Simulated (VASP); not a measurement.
# Pt (Fm-3m) in VASP: elastic constants with LDA

Aim: the elastic constants of Pt with LDA.

All numbers are computed with VASP 6.6.1; they aren't measurements. Logs are shortened: lines on timing, memory, paths and dates and some standing lists are left out, and cuts for length are marked.

**1. The crystal as given**

It takes space group Fm-3m (No. 225, cubic). Conventional cell: a = 3.943 Å, b = 3.943 Å, c = 3.943 Å, α = 90.00°, β = 90.00°, γ = 90.00°. Pt (site symmetry m-3m) has 12 Pt at 2.79 Å as nearest neighbours.

**2. Elastic constants, LDA**

Contents of POSCAR:

```
Pt
1.0
    0.0000000000      1.9715751800      1.9715751800
    1.9715751800      0.0000000000      1.9715751800
    1.9715751800      1.9715751800      0.0000000000
Pt
1
Direct
    0.0000000000      0.0000000000      0.0000000000
```

Contents of INCAR.step1:

```
SYSTEM = Pt
PREC = Accurate
ENCUT = 350
EDIFF = 1E-8
ISMEAR = 0
SIGMA = 0.1
LREAL = .False.
LASPH = .True.
NELM = 60
ALGO = Normal
ISIF = 3
LWAVE = .False.
LCHARG = .False.
IBRION = 2
NSW = 40
EDIFFG = -0.002
```

Contents of INCAR.step2:

```
SYSTEM = Pt
PREC = Accurate
ENCUT = 350
EDIFF = 1E-8
ISMEAR = 0
SIGMA = 0.1
LREAL = .False.
LASPH = .True.
NELM = 60
ALGO = Normal
ISIF = 3
LWAVE = .False.
LCHARG = .False.
IBRION = 6
NFREE = 2
POTIM = 0.015
NSW = 1
```

Contents of KPOINTS:

```
regular mesh
0
Gamma
  18 18 18
  0 0 0
```

Potentials or basis: VASP PAW LDA potentials, release 64 (Pt).

On the command line:

```bash
$ cat potpaw_LDA.64/Pt/POTCAR > POTCAR
$ cp INCAR.step1 INCAR
$ mpirun -np 1 vasp_std > vasp.out
$ cp CONTCAR POSCAR
$ cp INCAR.step2 INCAR
$ mpirun -np 1 vasp_std > vasp.out
```

OUTCAR:

```text
SYSTEM = Pt
   PREC = Accurate
   ENCUT = 350
   EDIFF = 1E-8
   ISMEAR = 0
   LREAL = .False.
   LASPH = .True.
   NELM = 60
   ISIF = 3
   IBRION = 6
   NFREE = 2
   POTIM = 0.015
   NSW = 1

 ion  position               nearest neighbor table
   1  0.000  0.000  0.000-

  LATTYP: Found a face centered cubic cell.
 ALAT       =     3.8946438152

  Lattice vectors:

 A1 = (   0.0000000000,   1.9473219076,   1.9473219076)
 A2 = (   1.9473219076,   0.0000000000,   1.9473219076)
 A3 = (   1.9473219076,   1.9473219076,   0.0000000000)

Analysis of symmetry for initial positions (statically):
=====================================================================
 Subroutine PRICEL returns:
 Original cell was already a primitive cell.

 Routine SETGRP: Setting up the symmetry group for a
 face centered cubic supercell.

 Subroutine GETGRP returns: Found 48 space group operations
 (whereof 48 operations were pure point group operations)
 out of a pool of 48 trial point group operations.

The static configuration has the point symmetry O_h .

Analysis of symmetry for dynamics (positions and initial velocities):
=====================================================================
 Subroutine PRICEL returns:
 Original cell was already a primitive cell.

 Routine SETGRP: Setting up the symmetry group for a
 face centered cubic supercell.

 Subroutine GETGRP returns: Found 48 space group operations
 (whereof 48 operations were pure point group operations)
 out of a pool of 48 trial point group operations.

The dynamic configuration has the point symmetry O_h .

 Subroutine INISYM returns: Found 48 space group operations
 (whereof 48 operations are pure point group operations),
 and found     1 'primitive' translations

----------------------------------------------------------------------------------------

                                     Primitive cell

  volume of cell :      14.7687

  direct lattice vectors                    reciprocal lattice vectors
     0.000000000  1.947321908  1.947321908    -0.256762890  0.256762890  0.256762890
     1.947321908  0.000000000  1.947321908     0.256762890 -0.256762890  0.256762890
     1.947321908  1.947321908  0.000000000     0.256762890  0.256762890 -0.256762890

  length of vectors
     2.753929052  2.753929052  2.753929052     0.444726370  0.444726370  0.444726370

  position of ions in fractional coordinates (direct lattice)
     0.000000000  0.000000000  0.000000000

  ion indices of the primitive-cell ions
   primitive index   ion index
                 1           1

----------------------------------------------------------------------------------------

 KPOINTS: regular mesh

Automatic generation of k-mesh.
 Grid dimensions read from file:
 generate k-points for:   18   18   18

 Generating k-lattice:

  Cartesian coordinates                     Fractional coordinates (reciprocal lattice)
    -0.014264605  0.014264605  0.014264605     0.055555556  0.000000000  0.000000000
     0.014264605 -0.014264605  0.014264605     0.000000000  0.055555556  0.000000000
     0.014264605  0.014264605 -0.014264605     0.000000000  0.000000000  0.055555556

  Length of vectors
[... 97 lines left out ...]
 number of electron      10.0000004 magnetization

 Free energy of the ion-electron system (eV)
  ---------------------------------------------------
  ext. energy  EPLUGINS =         0.00000000
  ---------------------------------------------------
  free energy    TOTEN  =        -7.50708033 eV

  energy without entropy =       -7.49675952  energy(sigma->0) =       -7.50191992

------------------------ aborting loop because EDIFF is reached ----------------------------------------

  FORCE on cell =-STRESS in cart. coord.  units (eV):
  Direction    XX          YY          ZZ          XY          YZ          ZX
  --------------------------------------------------------------------------------------
  -------------------------------------------------------------------------------------
  Total       -0.0126441     -0.0126441     -0.0126441     -0.0000000      0.0000000      0.0000000
  in kB       -1.3716847     -1.3716847     -1.3716847     -0.0000000      0.0000000      0.0000000
  external PRESSURE =      -1.3716847 kB  Pullay stress =       0.0000000 kB
[... 86 lines left out ...]
  FREE ENERGIE OF THE ION-ELECTRON SYSTEM (eV)
  ---------------------------------------------------
  free  energy   TOTEN  =        -7.5031423573 eV

  energy  without entropy=       -7.4931796270  energy(sigma->0) =       -7.49816099

[... ionic steps 4 to 12 ...]

--------------------------------------- Ionic step       13  -------------------------------------------

 number of electron      10.0000004 magnetization

------------------------ aborting loop because EDIFF is reached ----------------------------------------
[... 65 lines left out ...]
--------------------------------------- Ionic step       15  -------------------------------------------

 number of electron      10.0000003 magnetization

 Free energy of the ion-electron system (eV)
  ---------------------------------------------------
  ext. energy  EPLUGINS =         0.00000000
  ---------------------------------------------------
  free energy    TOTEN  =        -7.50708011 eV

  energy without entropy =       -7.49675929  energy(sigma->0) =       -7.50191970

 E-fermi :  11.5563     XC(G=0): -13.8096

 val. band max:       11.5515123715   @ k =  -0.3333   0.3889   0.1111
 cond. band min:      11.5675696691   @ k =   0.3889   0.2222   0.0000
 fundamental gap:      0.0160572976
 Fermi energy:        11.5562760822

 k-point     1 :       0.0000    0.0000    0.0000
  band No.  band energies     occupation
      1       1.0681      2.00000
      2       7.6020      2.00000
      3       7.6020      2.00000
      4       7.6020      2.00000
      5       9.8702      2.00000
      6       9.8702      2.00000
      7      26.1124      0.00000
      8      31.1521      0.00000
      9      31.1521      0.00000
[... 265 lines left out ...]
 k-point    24 :      -0.2222    0.0556    0.0000
  band No.  band energies     occupation
      1       3.1478      2.00000
      2       7.0961      2.00000
      3       8.0141      2.00000
      4       8.0834      2.00000
      5       9.6561      2.00000
      6      10.3673      2.00000
      7      25.3387      0.00000
      8      28.1455      0.00000
      9      32.7913      0.00000

 [... further k-points ...]

------------------------ aborting loop because EDIFF is reached ----------------------------------------

  FORCE on cell =-STRESS in cart. coord.  units (eV):
  Direction    XX          YY          ZZ          XY          YZ          ZX
  --------------------------------------------------------------------------------------
  -------------------------------------------------------------------------------------
  Total       -0.0126351     -0.0126351     -0.0126351     -0.0000000      0.0000000      0.0000000
  in kB       -1.3707167     -1.3707167     -1.3707167     -0.0000000      0.0000000      0.0000000
  external PRESSURE =      -1.3707167 kB  Pullay stress =       0.0000000 kB
[... 16 lines left out ...]
  FREE ENERGIE OF THE ION-ELECTRON SYSTEM (eV)
  ---------------------------------------------------
  free  energy   TOTEN  =        -7.5070801073 eV

  energy  without entropy=       -7.4967592927  energy(sigma->0) =       -7.50191970

 INTERNAL STRAIN TENSORS FROM STRAINED CELLS
 ============================================

 INTERNAL STRAIN TENSOR FOR ION    1 for displacements in x,y,z  (eV/Angst):
          X           Y           Z          XY          YZ          ZX
  --------------------------------------------------------------------------------
  x     0.00000     0.00000     0.00000    -0.00000     0.00000     0.00000
  y     0.00000     0.00000     0.00000    -0.00000     0.00000     0.00000
  z    -0.00000    -0.00000     0.00000     0.00000    -0.00000     0.00000

 INTERNAL STRAIN TENSORS FROM DISPLACED ATOMS
 ============================================

 INTERNAL STRAIN TENSOR FOR ION    1 for displacements in x,y,z  (eV/Angst):
          X           Y           Z          XY          YZ          ZX
  --------------------------------------------------------------------------------
  x     0.00000     0.00000     0.00000     0.00000     0.00000     0.00000
  y     0.00000     0.00000     0.00000     0.00000     0.00000     0.00000
  z     0.00000     0.00000     0.00000     0.00000     0.00000     0.00000

 Eigenvectors and eigenvalues of the dynamical matrix
 ----------------------------------------------------

   1 f/i=    0.000000 THz     0.000000 2PiTHz    0.000000 cm-1     0.000000 meV
             X         Y         Z           dx          dy          dz
      0.000000  0.000000  0.000000     0.707107   -0.707107    0.000000

   2 f/i=    0.000000 THz     0.000000 2PiTHz    0.000000 cm-1     0.000000 meV
             X         Y         Z           dx          dy          dz
      0.000000  0.000000  0.000000    -0.707107   -0.707107    0.000000

   3 f/i=    0.000000 THz     0.000000 2PiTHz    0.000000 cm-1     0.000000 meV
             X         Y         Z           dx          dy          dz
      0.000000  0.000000  0.000000     0.000000    0.000000    1.000000

--------------------------------------------------------------------------------------------------------

 ELASTIC MODULI CONTR FROM IONIC RELAXATION (kBar)
 Direction    XX          YY          ZZ          XY          YZ          ZX
 --------------------------------------------------------------------------------
 XX           0.0000      0.0000      0.0000      0.0000      0.0000      0.0000
 YY           0.0000      0.0000      0.0000      0.0000      0.0000      0.0000
 ZZ           0.0000      0.0000      0.0000      0.0000      0.0000      0.0000
 XY           0.0000      0.0000      0.0000      0.0000      0.0000      0.0000
 YZ           0.0000      0.0000      0.0000      0.0000      0.0000      0.0000
 ZX           0.0000      0.0000      0.0000      0.0000      0.0000      0.0000
 --------------------------------------------------------------------------------

 TOTAL ELASTIC MODULI (kBar)
 Direction    XX          YY          ZZ          XY          YZ          ZX
 --------------------------------------------------------------------------------
 XX        3860.8571   2754.3249   2754.3249      0.0000     -0.0000     -0.0000
 YY        2754.3249   3860.8571   2754.3249     -0.0000      0.0000      0.0000
 ZZ        2754.3249   2754.3249   3860.8571     -0.0000     -0.0000      0.0000
 XY           0.0000     -0.0000     -0.0000    807.2141     -0.0000      0.0000
 YZ          -0.0000      0.0000     -0.0000     -0.0000    807.2141      0.0000
 ZX          -0.0000      0.0000      0.0000      0.0000      0.0000    807.2141
 --------------------------------------------------------------------------------
```

Wall time 6.2 min (1 thread of Intel Xeon 6975P-C (Granite Rapids), shared host); peak memory 0.36 GiB.

What came out:

| Item | Value |
| --- | --- |
| Relaxed volume | 14.77 Å³/atom |
| Relaxed cell | a = 2.754 Å, b = 2.754 Å, c = 2.754 Å, α = 60.00°, β = 60.00°, γ = 60.00° |
| Space group after relaxing (to 0.05 Å) | Fm-3m (No. 225) |
| Elastic constants C11, C12, C44 | 386, 275, 81 GPa |
| Voigt bulk modulus | 312 GPa |

Step by step:
```
step  energy change (eV)  largest force (eV/Å)  pressure (GPa)  volume (Å³)
   1              0.0000                0.0000          -10.50        15.33
   2              0.1851                0.0000           46.99        13.21
   3             -0.0190                0.0000           -0.52        14.79
   4             -0.0190                0.0000           -0.10        14.77
   5             -0.0190                0.0000            0.13        14.76
   6             -0.0190                0.0000           -0.33        14.78
   7             -0.0191                0.0000            0.00        14.77
```

Final structure:
```
Pt
1.0
     0.00000    1.94732    1.94732
     1.94732    0.00000    1.94732
     1.94732    1.94732    0.00000
Pt
1
Cartesian
  0.0000 0.0000 0.0000
```

Elastic tensor in Voigt notation (GPa, in the Cartesian axes of the cell as first typed):
```
386 275 275   0   0   0
275 386 275   0   0   0
275 275 386   0   0   0
  0   0   0  81   0   0
  0   0   0   0  81   0
  0   0   0   0   0  81
```

Clamped-ion elastic tensor (GPa):
```
386 275 275   0   0   0
275 386 275   0   0   0
275 275 386   0   0   0
  0   0   0  81   0   0
  0   0   0   0  81   0
  0   0   0   0   0  81
```

The run has no spin-orbit coupling, so splittings on Pt are missing.
